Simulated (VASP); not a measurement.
# Zn₈H: nudged elastic band

Zn₈H, defect, 9 atoms in the cell. PBE, nudged elastic band; PAW potentials Zn, H (PBE set).

Path: an interstitial H atom hops to the next site of its kind; Moving images: 1.

## Input

INCAR.step1:
```
PREC = Normal
ENCUT = 300
EDIFF = 1E-6
ISMEAR = 1
SIGMA = 0.1
LREAL = F
LASPH = T
NELM = 100
ALGO = Normal
LWAVE = F
LCHARG = F
IBRION = 2
NSW = 100
ISIF = 2
EDIFFG = -0.02
POTIM = 0.5
KPAR = 8
```

INCAR.step3:
```
PREC = Normal
ENCUT = 300
EDIFF = 1E-6
ISMEAR = 1
SIGMA = 0.1
LREAL = F
LASPH = T
NELM = 100
ALGO = Normal
LWAVE = F
LCHARG = F
IBRION = 1
POTIM = 0.3
NSW = 100
EDIFFG = -0.05
SPRING = -5
IMAGES = 1
KPAR = 8
```

KPOINTS:
```
k-points
0
Gamma
  7 7 7
```

00/POSCAR:
```
Zn8H
1.0
   -4.0050000000      2.3122878281      4.9660000000
    4.0050000000     -2.3122878281      4.9660000000
    1.3350000000      2.3122878281     -4.9660000000
Zn H
8 1
Direct
    0.5237891055      0.6934584671      0.4905939953
    0.0331951101      0.2028644720      0.5094060047
    0.0496624691      0.7085376728      0.0000000000
    0.5426327016      0.2100197738      0.0000000000
    0.4762108946      0.3065415328      0.5094060047
    0.9668048898      0.7971355281      0.4905939953
    0.9503375310      0.2914623271      0.0000000000
    0.4573672984      0.7899802263      0.0000000000
    0.0000000000      0.0000000000      0.0000000000
```

01/POSCAR:
```
Zn8H
1.0
   -4.0050000000      2.3122878281      4.9660000000
    4.0050000000     -2.3122878281      4.9660000000
    1.3350000000      2.3122878281     -4.9660000000
Zn H
8 1
Direct
    0.5050100245      0.6969813765      0.4251998306
    0.0799722134      0.2720067945      0.5751874262
    0.0773825613      0.6986947259      0.0000065542
    0.5552445929      0.2218369783      0.0008663051
    0.4773399923      0.3084188920      0.5041415078
    0.9731958752      0.8042762975      0.4958555656
    0.9685070834      0.3039431741      0.0000013302
    0.4731284950      0.8084909965     -0.0000009361
   -0.1097808379     -0.1146492351     -0.0012575836
```

02/POSCAR:
```
Zn8H
1.0
   -4.0050000000      2.3122878281      4.9660000000
    4.0050000000     -2.3122878281      4.9660000000
    1.3350000000      2.3122878281     -4.9660000000
Zn H
8 1
Direct
    0.5749097409      0.7445779354      0.4905940692
    0.0843156716      0.2539838663      0.5094059308
    0.0692442139      0.7281189723      0.0000000000
    0.5677602644      0.2351446378      0.0000000000
    0.4712398839      0.3015716893      0.4905940692
    0.9806458146      0.8109776201      0.5094059308
    0.9877952911      0.3204109178      0.0000000000
    0.4863113418      0.8274365832      0.0000000000
   -0.2222222222     -0.2222222222      0.0000000000
```

POSCAR.step1:
```
Zn8H
1.0
   -4.0050000000      2.3122878281      4.9660000000
    4.0050000000     -2.3122878281      4.9660000000
    1.3350000000      2.3122878281     -4.9660000000
Zn H
8 1
Direct
    0.5416666667      0.7083333333      0.5000000000
    0.0416666666      0.2083333334      0.5000000000
    0.0416666667      0.7083333333      0.0000000000
    0.5416666666      0.2083333334      0.0000000000
    0.4583333334      0.2916666666      0.5000000000
    0.9583333333      0.7916666667      0.5000000000
    0.9583333334      0.2916666666      0.0000000000
    0.4583333334      0.7916666667      0.0000000000
    0.0000000000      0.0000000000      0.0000000000
```

POSCAR.step2:
```
Zn8H
1.0
   -4.0050000000      2.3122878281      4.9660000000
    4.0050000000     -2.3122878281      4.9660000000
    1.3350000000      2.3122878281     -4.9660000000
Zn H
8 1
Direct
    0.5416666667      0.7083333333      0.5000000000
    0.0416666666      0.2083333334      0.5000000000
    0.0416666667      0.7083333333      0.0000000000
    0.5416666666      0.2083333334      0.0000000000
    0.4583333334      0.2916666666      0.5000000000
    0.9583333333      0.7916666667      0.5000000000
    0.9583333334      0.2916666666      0.0000000000
    0.4583333334      0.7916666667      0.0000000000
   -0.2500000000     -0.2500000000      0.0000000000
```

Commands (each step's output is kept before the next begins):
```
cat potpaw_PBE.64/Zn/POTCAR potpaw_PBE.64/H/POTCAR > POTCAR
cp INCAR.step1 INCAR
cp POSCAR.step1 POSCAR
mpirun -np 8 vasp_std > vasp.out
cp POSCAR.step2 POSCAR
mpirun -np 8 vasp_std > vasp.out
# 00 and 02 hold the relaxed ends; the images between are interpolated (pair-distance (IDPP))
cp INCAR.step3 INCAR
mpirun -np 8 vasp_std > vasp.out
```

## Result

- Barrier (eV): 0.153
- Barrier of the reverse step (eV): 0.153
- Energy of the second end over the first (eV): 0.000
- Top of the path (share of its length): 0.51
- Length of the path (Å): 2.41
- Steps of the band: 5
- Ionic steps, all stages: 31
- Electronic steps, all stages: 194

Energy along the relaxed band:

| Image | Distance along the path (Å) | Energy above the first end (eV) | Slope along the path (eV/Å) | Largest force across the path (eV/Å) |
|---|---|---|---|---|
| 0 | 0.000 | 0.000 | relaxed end |  |
| 1 | 1.206 | 0.153 | 0.009 | 0.040 |
| 2 | 2.411 | 0.000 | relaxed end |  |

The two ends have the same energy within 0.01 eV.

Limits: the cell holds 9 atoms, so the vacancy or interstitial meets its own images and the barrier isn't that of a lone defect; the atom stays on the straight, symmetric line between the sites, so the barrier is an upper bound: a way around it wasn't tried; a single image in the middle can't show two humps with a dip between them, and says nothing of the springs.

VASP 6.6.1 took 381 s on 8 cores (Intel Xeon Platinum 8559C (Emerald Rapids)), a shared host.
